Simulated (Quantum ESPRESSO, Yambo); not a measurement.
# KBr (Fm-3m): G0W0 with Yambo, start to end, part 2 of 2

How does a plane-wave GW calculation on KBr (Fm-3m) run from the first input to the gap?

Quantum ESPRESSO 7.5 and Yambo 5.3.0; PBE and many-body steps on it, plane waves. Known limits of the many-body steps: not at the basis limit; no spin-orbit coupling.

So far. Step 2 (Ground state): The gap is direct, at Γ. Step 3 (Bands along the symmetry lines): The gap is 4.436 eV, as in the run before at this level.

### 4. Empty states on the mesh, 4×4×4 mesh, 474 bands

Level of this step: DFT, PBE, plane waves, norm-conserving pseudopotentials (Quantum ESPRESSO).

The sums over transitions need many empty states on a uniform mesh; this step solves for them.

pw.in reads:

```
&control
  calculation = 'nscf'
  prefix = 'x'
  outdir = 'o'
  pseudo_dir = 'pseudo'
/
&system
  ibrav = 0
  nat = 2
  ntyp = 2
  ecutwfc = 76.0
  nbnd = 474
  force_symmorphic = .true.
/
&electrons
  conv_thr = 1e-9
  electron_maxstep = 80
  diago_full_acc = .true.
  diago_thr_init = 5e-6
/
ATOMIC_SPECIES
  K 39.098 K.upf
  Br 79.904 Br.upf
CELL_PARAMETERS angstrom
  0.0000000000 3.3000000000 3.3000000000
  3.3000000000 0.0000000000 3.3000000000
  3.3000000000 3.3000000000 0.0000000000
ATOMIC_POSITIONS crystal
  K 0.0000000000 0.0000000000 0.0000000000
  Br 0.5000000000 0.5000000000 0.5000000000
K_POINTS automatic
  4 4 4 0 0 0
```

Run with:

```bash
$ OMP_NUM_THREADS=1 mpirun -n 4 pw.x -nk 4 -in pw.in > pw.out
```

Log:

```text
[banner, memory and clock lines left out]
Program PWSCF v.7.5 starts

     Atomic positions and unit cell read from directory:
     o/x.save/

     Message from routine setup:
     using ibrav=0 with symmetry is DISCOURAGED, use correct ibrav instead

     G-vector sticks info

     bravais-lattice index     =            0
     lattice parameter (alat)  =       8.8192  a.u.
     unit-cell volume          =     485.0298 (a.u.)^3
     number of atoms/cell      =            2
     number of atomic types    =            2
     number of electrons       =        26.00
     number of Kohn-Sham states=          474
     kinetic-energy cutoff     =      76.0000  Ry
     charge density cutoff     =     304.0000  Ry
     Exchange-correlation= PBE
                           (   1   4   3   4   0   0   0)

     celldm(1)=   8.819172  celldm(2)=   0.000000  celldm(3)=   0.000000
     celldm(4)=   0.000000  celldm(5)=   0.000000  celldm(6)=   0.000000

     crystal axes: (cart. coord. in units of alat)
               a(1) = (   0.000000   0.707107   0.707107 )
               a(2) = (   0.707107   0.000000   0.707107 )
               a(3) = (   0.707107   0.707107   0.000000 )

     reciprocal axes: (cart. coord. in units 2 pi/alat)
               b(1) = ( -0.707107  0.707107  0.707107 )
               b(2) = (  0.707107 -0.707107  0.707107 )
               b(3) = (  0.707107  0.707107 -0.707107 )
     Pseudo is Norm-conserving + core correction, Zval =  9.0
     Generated using ONCVPSP code by D. R. Hamann
     Using radial grid of 2222 points,  6 beta functions with:
     Pseudo is Norm-conserving + core correction, Zval = 17.0
     Generated using ONCVPSP code by D. R. Hamann
     Using radial grid of 1098 points,  6 beta functions with:
     K                 9.00    39.09800     K ( 1.00)
     Br               17.00    79.90400     Br( 1.00)

     48 Sym. Ops., with inversion, found

   Cartesian axes

     site n.     atom                  positions (alat units)
         1        K      tau(   1) = (   0.0000000   0.0000000   0.0000000  )
         2        Br     tau(   2) = (   0.7071068   0.7071068   0.7071068  )

     number of k points=     8
                       cart. coord. in units 2pi/alat
        k(    1) = (   0.0000000   0.0000000   0.0000000), wk =   0.0312500
        k(    2) = (   0.1767767   0.1767767  -0.1767767), wk =   0.2500000
        k(    3) = (  -0.3535534  -0.3535534   0.3535534), wk =   0.1250000
[...]
k(    7) = (  -0.7071068   0.0000000   0.0000000), wk =   0.0937500
        k(    8) = (  -0.7071068   0.3535534   0.0000000), wk =   0.1875000

     Dense  grid:    43599 G-vectors     FFT dimensions: (  50,  50,  50)

     The potential is recalculated from file :
     o/x.save/charge-density

     Starting wfcs are   14 randomized atomic wfcs +  460 random wfcs

     Band Structure Calculation

     End of band structure calculation

          k = 0.0000 0.0000 0.0000 (  5521 PWs)   bands (ev):

   -56.1051 -56.1051 -56.1029 -56.1029 -56.1029 -25.6928 -10.2110  -9.1698
    -9.1698  -9.1698   2.0853   2.0853   2.0853   6.5214   9.6944   9.6944
     9.6944  10.5130  10.5130  13.6827  16.9929  16.9929  16.9929  17.7590
[...]
[... 48 further rows ...]
[...]
193.6961 193.6961

          k = 0.1768 0.1768-0.1768 (  5414 PWs)   bands (ev):

[...]
[... 48 further rows ...]
[...]
195.2453 195.2453

          k =-0.3536-0.3536 0.3536 (  5444 PWs)   bands (ev):

[...]
49.7594  49.8528  49.8542  50.7015  50.9991  50.9991  53.6334  54.8009
     [... 48 further rows ...]
   195.4158 195.4158 195.4836 195.5043 195.5072 195.5072 196.9491 196.9491
   197.2300 197.2300

          k = 0.3536 0.0000 0.0000 (  5425 PWs)   bands (ev):

     [... further k-points ...]

     highest occupied, lowest unoccupied level (ev):     2.0853    6.5214

     XML data file, pseudopotentials, collected wavefunctions
```

Elapsed: 94 s, on 4 MPI ranks of Arm Neoverse V1, shared host; peak memory 1.2 GiB; 6.3 min of CPU time.

This step gave:

```yaml
gap: 4.436 eV
k_of_the_valence_top: 0, 0, 0
k_of_the_conduction_bottom: 0, 0, 0
least_direct_gap: 4.436 eV
k_points_computed: 8
lowest_point_of_the_top_converged_band_above_the_valence_top: 191.6108 eV
```

On this mesh the gap is 4.436 eV.

### 5. Conversion and set-up

This step: Yambo 5.3.0; conversion and set-up on PBE, plane waves, norm-conserving pseudopotentials.

The states are converted to the many-body program's format and the q mesh is built.

Run with:

```bash
$ (cd o/x.save; p2y > p2y.log; mv SAVE ../..); yambo > setup.log
```

Log:

```text
 Yambo, version 5.3.0

 [02] CORE Variables Setup
 =========================

  [02.01] Unit cells
  ==================

  Cell kind             :  FCC
  Atoms in the cell     :  K  Br
  number of K  atoms    :  1
  number of Br atoms    :  1

  List of atomic masses
  Mass of K     :  39.09800
  Mass of Br    :  79.90400

  List of atomic coordinates    : [cc]
  K1       :  0.000000  0.000000  0.000000  order 1
  Br1       :  6.236096  6.236096  6.236096  order 2

  Alat factors          :  6.236096  6.236096  6.236096 [a.u.]
  Direct lattice volume :  485.0298 [a.u.]
  Direct lattice vectors:  A[ 1 ]  A[ 2 ]  A[ 3 ]
   A[ 1 ]:  0.000000  1.000000  1.000000  [iru]
   0.000000  6.236096  6.236096  [cc]
   A[ 2 ]:  1.000000  0.000000  1.000000  [iru]
   6.236096  0.000000  6.236096  [cc]
   A[ 3 ]:  1.000000  1.000000  0.000000  [iru]
   6.236096  6.236096  0.000000  [cc]

  Recip. lattice volume :  0.511412 [a.u.]
  Recip. lattice vectors:  B[ 1 ]  B[ 2 ]  B[ 3 ]
   B[ 1 ]: -0.500000  0.500000  0.500000  [iku]
  -0.503776  0.503776  0.503776  [cc]
   B[ 2 ]:  0.500000 -0.500000  0.500000  [iku]
   0.503776 -0.503776  0.503776  [cc]
   B[ 3 ]:  0.500000  0.500000 -0.500000  [iku]
   0.503776  0.503776 -0.503776  [cc]

  [02.02] Symmetries
  ==================

  Inversion symmetry    : yes
  Spatial inversion     : yes
  Inversion index       :  25
  K-space Time-reversal : no
  Magnetic symmetries   : no
  Group table correct   : yes
  Symmetries units      :  [cc]

   [S  1]:   1.0000      0.28986E-16  0.28986E-16  0.28986E-16   1.0000     -0.28986E-16 -0.28986E-16 -0.28986E-16   1.0000
   [S  2]:  -1.0000     -0.28986E-16  0.28986E-16 -0.28986E-16  -1.0000     -0.28986E-16  0.28986E-16  0.28986E-16   1.0000
   [S  3]:  -1.0000      0.28986E-16 -0.28986E-16 -0.28986E-16   1.0000      0.28986E-16  0.28986E-16 -0.28986E-16  -1.0000
[...]
[... 36 further rows ...]
   [S 47]:  0.28986E-16   1.0000     -0.28986E-16 -0.28986E-16  0.28986E-16  -1.0000       1.0000     -0.28986E-16  0.28986E-16
   [S 48]:  0.28986E-16  -1.0000      0.28986E-16 -0.28986E-16 -0.28986E-16   1.0000       1.0000      0.28986E-16 -0.28986E-16

  [02.03] Reciprocal space
  ========================

  nG shells         :   402
  nG charge         :   43599
  nG WFs            :   6483
  nC WFs            :   5521
  G-vecs. in first 40 shells:  [ Number ]
     1    9   15   27   51   59   65   89  113
    137   169   181   229   259   283   307   331   339
    387   411   459   531   537   561   609   645   701
[...]
1139  1211  1243  1291
  ...
  Shell energy in first 40 shells:  [ mHa ]
[...]
6471.64      6598.53      7106.11      7486.80      8121.27      8501.96      8628.85      9136.43      9517.12
    9644.01      10151.6      10532.3      10659.2      11166.8      11547.4      12181.9      12562.6      12689.5
[...]
K/Q-points units:
  rlu = crystal or reduced units; cc = cartesian coordinates; iku = interal k-units

  K [1]          [rlu]:  0.000000  0.000000  0.000000
         WF components:   5521
  K [2]          [rlu]: -0.15345E-16  0.12410E-16  0.25000
         WF components:   5414
  K [3]          [rlu]:  0.30690E-16 -0.24821E-16 -0.50000
         WF components:   5444
  K [4]          [rlu]: -0.46171E-17  0.25000      0.25000
         WF components:   5425
  K [5]          [rlu]: -0.94755E-17  0.25000     -0.50000
         WF components:   5434
  [... 2 further k-points ...]
  K [8]          [rlu]:  0.250000 -0.500000 -0.250000
         WF components:   5440

  [02.05] Energies & Occupations
  ==============================

  [X] === General ===
  [X] Electronic Temperature                        :  0.000000  0.000000 [eV K]
  [X] Bosonic    Temperature                        :  0.000000  0.000000 [eV K]
  [X] Finite Temperature mode                       : no
  [X] El. density                                   :  0.36174E+24 [cm-3]
  [X] Fermi Level                                   :  2.085286 [eV]

  [X] === Gaps and Widths ===
  [X] Conduction Band Min                           :  4.436154 [eV]
  [X] Valence Band Max                              :  0.000000 [eV]
  [X] Filled Bands                                  :  13
  [X] Empty Bands                                   :    14   474
  [X] Direct Gap                                    :  4.436154 [eV]
  [X] Direct Gap localized at k                     :  1
  [X] Indirect Gap                                  :  4.436154 [eV]
  [X] Indirect Gap between kpts                     :  1  1
  [X] Last valence band width                       :  0.536069 [eV]
  [X] 1st conduction band width                     :  2.953841 [eV]

  E @ K [1]:  [eV]
  -58.19038 -58.19038 -58.18823 -58.18823 -58.18823 -27.77812 -12.29627 -11.25509
   -11.255      -11.255     -0.59968E-12 -0.37499E-12   0.0000       4.4362       7.6091       7.6091
    7.60906   8.42775   8.42775  11.59738  14.90759  14.90759  14.90759  15.67370
[...]
occ @ K [1]
[...]
E @ K [2]:  [eV]
[...]
occ @ K [2]
[...]
E @ K [3]:  [eV]
[...]
occ @ K [3]
[...]
E @ K [4]:  [eV]
[...]
occ @ K [4]
[...]
E @ K [5]:  [eV]
[...]
occ @ K [5]
[...]
[... 2 further k-points ...]
  E @ K [8]:  [eV]
[...]
occ @ K [8]
[...]
0.000000  0.000000  0.000000  0.000000  0.000000  0.000000  0.000000  0.000000
   0.000000  0.000000  0.000000  0.000000  0.000000  0.000000  0.000000  0.000000

 [03] Transferred momenta grid and indexing
 ==========================================

 IBZ Q-points                                      :   8
 BZ  Q-points                                      :   64

 K/Q-points units:
 rlu = crystal or reduced units; cc = cartesian coordinates; iku = interal k-units

 Q [1]          [rlu]:  0.000000  0.000000  0.000000
 Q [2]          [rlu]: -0.15345E-16  0.40166E-16  0.25000
 Q [3]          [rlu]:  0.30690E-16 -0.80332E-16 -0.50000
[...]
Q [7]          [rlu]:  0.92343E-17 -0.50000     -0.50000
 Q [8]          [rlu]:  0.250000 -0.500000 -0.250000

  [03.01] X indexes
  =================

   [03.01.01] Sigma indexes
   ========================

 [06] Game Over & Game summary
```

It took 3.4 s on 1 MPI rank; peak memory 0.26 GiB.

### 6. Screening and self-energy, 4×4×4 mesh, 201 bands, screening to 210.9 eV

G0W0 replaces the xc potential by the self-energy, built once from these orbitals. Only a window of levels is corrected, while the sums run over the empty bands that the input names.

This step: G0W0 on PBE, plane waves, norm-conserving pseudopotentials.

gw2.in reads:

```
HF_and_locXC
gw0
dyson
ppa
em1d
rim_cut
RandQpts= 1000000
RandGvec= 1 RL
EXXRLvcs= 76 Ry
VXCRLvcs= 304 Ry
Chimod= "HARTREE"
% BndsRnXp
 1 | 201 |
%
NGsBlkXp= 15.5 Ry
% LongDrXp
 1 | 1 | 1 |
%
% GbndRnge
 1 | 201 |
%
DysSolver= "n"
ExtendOut
PPAPntXp= 27.21138 eV
% QPkrange
 1 | 1 | 12 | 15 |
%
```

Run with:

```bash
$ OMP_NUM_THREADS=1 mpirun -n 4 yambo -F gw2.in -J gw2 -C gw2 > gw2.log
```

Log:

```text
 Yambo, version 5.3.0

 [02] CORE Variables Setup
 =========================

  [... cell, symmetries and grids as in the set-up ...]

  [02.05] Energies & Occupations
  ==============================

  [X] === General ===
  [X] Electronic Temperature                        :  0.000000  0.000000 [eV K]
  [X] Bosonic    Temperature                        :  0.000000  0.000000 [eV K]
  [X] Finite Temperature mode                       : no
  [X] El. density                                   :  0.36174E+24 [cm-3]
  [X] Fermi Level                                   :  2.085286 [eV]

  [X] === Gaps and Widths ===
  [X] Conduction Band Min                           :  4.436154 [eV]
  [X] Valence Band Max                              :  0.000000 [eV]
  [X] Filled Bands                                  :  13
  [X] Empty Bands                                   :    14   474
  [X] Direct Gap                                    :  4.436154 [eV]
  [X] Direct Gap localized at k                     :  1
  [X] Indirect Gap                                  :  4.436154 [eV]
  [X] Indirect Gap between kpts                     :  1  1
  [X] Last valence band width                       :  0.536069 [eV]
  [X] 1st conduction band width                     :  2.953841 [eV]

 [03] Transferred momenta grid and indexing
 ==========================================

 IBZ Q-points                                      :   8
 BZ  Q-points                                      :   64

 K/Q-points units:
 rlu = crystal or reduced units; cc = cartesian coordinates; iku = interal k-units

 Q [1]          [rlu]:  0.000000  0.000000  0.000000
 Q [2]          [rlu]: -0.15345E-16  0.40166E-16  0.25000
 Q [3]          [rlu]:  0.30690E-16 -0.80332E-16 -0.50000
 Q [4]          [rlu]: -0.46171E-17  0.25000      0.25000
 Q [5]          [rlu]: -0.20915E-17  0.25000      0.50000
 Q [6]          [rlu]: -0.24821E-16  0.25000     -0.25000
 Q [7]          [rlu]:  0.92343E-17 -0.50000     -0.50000
 Q [8]          [rlu]:  0.250000 -0.500000 -0.250000

 [04] Coloumb potential Random Integration (RIM)
 ===============================================

  [04.01] RIM initialization
  ==========================

  * Diagonal components only detected *

  8 x (sBL volume)        :  0.063927 [a.u.]
  sBZ random points       :  1000000
  Points outside the sBZ  :   7968281
  RL volume               :  0.511412 [a.u.]
  Integrated volume       :  0.513448 [a.u.]

  [04.02] RIM integrals
  =====================

  Gamma point sphere radius             :  0.072529 [a.u.]
  Points outside the sphere             :   800476
  [Int_sBZ(q=0) 1/q^2]*(Vol_sBZ)^(-1/3) =:  7.776341
                                 should be <:  7.795600

  Summary of Coulomb integrals for non-metallic bands |Q|[au] RIM/Bare

  Q [1] 0.100000E-4 0.997530 * Q [2] 0.218141 1.068480
  Q [4] 0.251888 1.066792 * Q [6] 0.356223 1.029814
  Q [5] 0.417709 1.022655 * Q [3] 0.436282 1.020683
  Q [7] 0.503776 1.017590 * Q [8] 0.563238 1.014367

 [WARNING] [Xp] User bands 1-201 break level degeneracy

 [05] Dipoles
 ============

  [05.01] Setup: observables and procedures
  =========================================

 [06] Dynamic Dielectric Matrix (PPA)
 ====================================

 [WR./gw2//ndb.pp]---------------------------------------------------------------
  Brillouin Zone Q/K grids (IBZ/BZ)                :    8   64    8   64
  RL vectors                                       :   6567 [WF]
  Coulomb cutoff potential                         : none
  Electronic Temperature                           :  0.000000 [K]
  Bosonic    Temperature                           :  0.000000 [K]
  PPA    diel. fun.  energies                      : Perdew, Burke & Ernzerhof(X)+Perdew, Burke & Ernzerhof(C)
  wavefunctions                                    : Perdew, Burke & Ernzerhof(X)+Perdew, Burke & Ernzerhof(C)
  Global Gauge                                     : length
  X matrix size                                    :   537
  X band range                                     :    1  201
  X e/h energy range                               : -1.000000 -1.000000 [eV]
  X Time ordering                                  : R
  X Hxc Kernel                                     : HARTREE
  X Drude frequency                                :  0.000000  0.000000
  X poles                                          :  100.0000 [o/o]
  RL vectors in the sum                            :   6567
  [r,Vnl] included                                 : yes
  Field direction                                  :  0.577350E-5  0.577350E-5  0.577350E-5
  BZ energy Double Grid                            : no
  BZ energy DbGd points                            : 0
  BZ Q point size factor                           : -1.000000
  X Optical Averaged directions                    : none

 [07] Local Exchange-Correlation + Non-Local Fock
 ================================================

 [VXC] Plane waves :   43599
 [EXS] Plane waves :   5577

 QP @ state[ 1 ] K range:  1  1
 QP @ state[ 1 ] b range:  12  15

 [xc] Functional : Perdew, Burke & Ernzerhof(X)+Perdew, Burke & Ernzerhof(C)
 [xc] LIBXC used to calculate xc functional
  PP Number of Atomic Species                      :  2
  NLCC RL compoments                               :   43599
  PP Number of Atomic Species                      :  2
  NLCC RL compoments                               :   43599

 [xc] E_xc :  -16.87313 [Ha]
      E_xc :  -33.74626 [Ry]

  Local XC kind (lXC) : Perdew, Burke & Ernzerhof(X)+Perdew, Burke & Ernzerhof(C)
  Non-Local XC kind (nlXC) : Hartree-Fock

  Corrections @ K [1] :  [eV]
 <12|nlXC|12> = -19.54507 -0.66412E-17 <12|lXC|12> = -14.35201  0.56645E-15
 <13|nlXC|13> = -19.54501 -0.52136E-17 <13|lXC|13> = -14.35201 -0.23602E-16
 <14|nlXC|14> = -3.946253  0.22324E-17 <14|lXC|14> = -7.314515  0.37763E-15
 <15|nlXC|15> = -3.767110  0.64592E-19 <15|lXC|15> = -8.482834 -0.47204E-16

 [08] Dyson equation: Newton solver
 ==================================

  [08.01] G0W0 (W PPA)
  ====================

  [  GW  ] Bands range     :    1  201
  [GW/PPA] G damping       :  0.100000 [eV]

  QP @ state[ 1 ] K range:  1  1
  QP @ state[ 1 ] b range:  12  15

   Sc/G bands                                       :    1  201
   Sc/G damping                                     :  0.100000 ev
   Sc bands terminator                              : no
   Sx RL components                                 :   5577

   QP @ state[ 1 ] K range                          :  1  1
   QP @ state[ 1 ] b range                          :  12  15
   GF energies kind                                 : Perdew, Burke & Ernzerhof(X)+Perdew, Burke & Ernzerhof(C)
   GF WF`s kind                                     : Perdew, Burke & Ernzerhof(X)+Perdew, Burke & Ernzerhof(C)
   Xs energies kind                                 : Perdew, Burke & Ernzerhof(X)+Perdew, Burke & Ernzerhof(C)
   Xs WF`s kind                                     : Perdew, Burke & Ernzerhof(X)+Perdew, Burke & Ernzerhof(C)

 [11] Game Over & Game summary
```

Elapsed: 6.3 min, on 4 MPI ranks; peak memory 2.1 GiB; 25 min of CPU time.

Numbers from this step:

* G0W0 gap on the points computed: 7.728 eV
* starting gap on the mesh: 4.436 eV
* k of the valence top: 0, 0, 0
* k of the conduction bottom: 0, 0, 0
* least direct G0W0 gap on the computed points: 7.728 eV
* Z at the valence top: 0.8279
* Z at the conduction bottom: 0.8736

The gap on the mesh goes from 4.44 eV to 7.73 eV, a correction of +3.29 eV.

Limits: finite bands, cutoff and mesh; no spin-orbit coupling. v1 is the top filled band, c1 the lowest empty one. The levels before and after the correction (eV, zero at the valence-band top of each column):

|  | conduction bottom | valence top |
| --- | --- | --- |
| Kohn-Sham | 4.44 | 0.00 |
| G0W0 | 7.73 | 0.00 |

|  | level | energy (eV) |
| --- | --- | --- |
| Kohn-Sham | Γ v2-v1 | 0.000 |
| Kohn-Sham | Γ c1 | 4.436 |
| Kohn-Sham | Γ c2 | 7.609 |
| G0W0 | Γ v2-v1 | 0.000 |
| G0W0 | Γ c1 | 7.728 |
| G0W0 | Γ c2 | 11.841 |

### 7. Where the time went

Times are wall times on the hardware named with each run, good to a factor of about two.

| step | time | share | memory (GiB) |
| --- | --- | --- | --- |
| ground state | 10 s | 2 % | 0.3 |
| bands along the symmetry lines | 10 s | 2 % | 0.26 |
| empty states on the mesh | 94 s | 19 % | 1.2 |
| conversion and set-up | 3.4 s | 1 % | 0.26 |
| screening and self-energy | 6.3 min | 76 % | 2.1 |

### 8. Summary of results

```json
{"PBE gap": "4.44 eV, direct", "G0W0 gap on the mesh": "7.73 eV", "GW settings": "4×4×4 mesh, 201 bands, screening to 210.9 eV, Godby-Needs plasmon pole", "known limits": "not at the basis limit; no spin-orbit coupling"}
```

**Reading.** G0W0 moves the gap on the mesh from 4.44 eV to 7.73 eV (+3.29 eV), with Z of 0.83 and 0.87 at the edges. Only 1 of the mesh's irreducible points was corrected, so a valley elsewhere could overtake. The dearest step here is «screening and self-energy». Bands and cutoff are finite, so the gap is not at the basis limit. The miss can reach some tenths of an eV and take either sign; the mesh is an error of its own. In the G0W0 run levels were corrected at 1 k point alone, so a gap called «on the mesh» is the least over those, and an edge elsewhere would be missed. The many-body steps are scalar-relativistic: spin-orbit coupling is not in them.

[Paths, hosts, dates, memory and timing lines, banners, echoed tables and standing remarks are left out of the program output.]

[Logs are printed without paths, hosts, clocks, repeated set-up lines and the standing remarks that a program may print on its own settings, such as how far it seeks lower states.]

[Runs of the session that timed out or met a known fault of the program may be left out.]

[Hosts, paths, dates, database ids (printed as entryN), source tags and the programs' standing remarks are cut or masked in the printed files.]
